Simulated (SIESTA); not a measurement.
A run of SIESTA 5.4.2 is set up as follows.

Contents of run.py:

```python
from ase import Atoms
from ase.calculators.siesta import Siesta
from ase.units import Ry, GPa

atoms = Atoms(
    ['Bi', 'Bi', 'Se', 'Se', 'Se'],
    cell=[
        [2.0715, 1.1959810826, 9.5453333333],
        [-2.0715, 1.1959810826, 9.5453333333],
        [0.0, -2.3919621653, 9.5453333333],
    ],
    scaled_positions=[
        [0.5992, 0.5992, 0.5992],
        [0.4008, 0.4008, 0.4008],
        [0.7883, 0.7883, 0.7883],
        [0.2117, 0.2117, 0.2117],
        [0.0, 0.0, 0.0],
    ],
    pbc=True,
)

fdf = {
    'SCFMustConverge': False,
    'DM.InitSpin': ['  1   0.000     0.00     0.00', '  2   0.000     0.00     0.00', '  3   0.000     0.00     0.00', '  4   0.000     0.00     0.00', '  5   0.000     0.00     0.00'],
    'WriteOrbMom': 'true',
    'OccupationFunction': 'FD',
    'ElectronicTemperature': '0.05 eV',
    'MaxSCFIterations': '120',
    'SCF.Mixer.Method': 'Pulay',
    'SCF.Mixer.Weight': '0.25',
    'SCF.Mixer.History': '8',
    'SCF.DM.Tolerance': '5.0e-05',
    'SCF.H.Tolerance': '1.0e-03 eV',
    'WriteForces': 'true',
    'Charge.Mulliken': 'end',
    'BandLinesScale': 'ReciprocalLatticeVectors',
    'BandLines': ['  1    0.000000   0.000000   0.000000  \\Gamma', ' 13    0.500000   0.000000   0.000000  L', '  8    0.500000   0.177133  -0.177133  B1', '  1    0.822867   0.500000   0.177133  B', ' 15    0.500000   0.500000   0.500000  Z', '  5    0.000000   0.000000   0.000000  \\Gamma', ' 15    0.338566   0.000000  -0.338566  X', '  1    0.661434   0.338566   0.000000  Q', '  7    0.500000   0.500000   0.000000  F', '  2    0.661434   0.661434   0.177133  P1', ' 13    0.500000   0.500000   0.500000  Z', '  1    0.500000   0.000000   0.000000  L', '  3    0.822867   0.338566   0.338566  P'],
    'PAO.Basis': ['Bi.1 4', 'n=6 0 2', '  5.796 0.000', 'n=6 1 2', '  8.130 0.000', 'n=5 2 2', '  3.889 0.000', 'n=6 2 1', '  8.130', 'Se.2 4', 'n=4 0 2', '  5.139 0.000', 'n=4 1 2', '  6.735 0.000', 'n=3 2 2', '  2.662 0.000', 'n=4 2 1', '  6.735'],
}
calc = Siesta(
    label="Bi2Se3",
    command="siesta < PREFIX.fdf > PREFIX.out",
    pseudo_path="pseudos",
    pseudo_qualifier="",
    xc=('GGA', 'PBE'),
    basis_set="DZP",
    mesh_cutoff=500 * Ry,
    energy_shift=0.003 * Ry,
    kpts=[6, 6, 6],
    spin="spin-orbit",
    fdf_arguments=fdf,
)
atoms.calc = calc

print(f"energy = {atoms.get_potential_energy():.6f} eV")
free = atoms.get_potential_energy(force_consistent=True)
print(f"free energy = {free:.6f} eV")
print("forces (eV/A):")
print(atoms.get_forces(apply_constraint=False).round(6))
print("stress (GPa, Voigt order, tension positive):", (atoms.get_stress() / GPa).round(4))
```

Potentials or basis: PseudoDojo 0.4 standard (PBE files, fully relativistic), DZP (energy shift 0.003 Ry; two zetas on semicore shells).

Run with:

```console
$ python run.py
```

(1) What does it give for the largest force?

(2) Predict the pressure.

(3) Estimate the band gap along the path.

(4) Predict the band gap on the k mesh.

Results:

(1) 0.639 eV/Å.

(2) 4.5 GPa.

(3) 0.26 eV, indirect (least direct gap 0.28 eV).

(4) 0.28 eV, direct.

Caveat: the basis of atomic orbitals isn't converged, which shifts pressures, moduli and gaps.
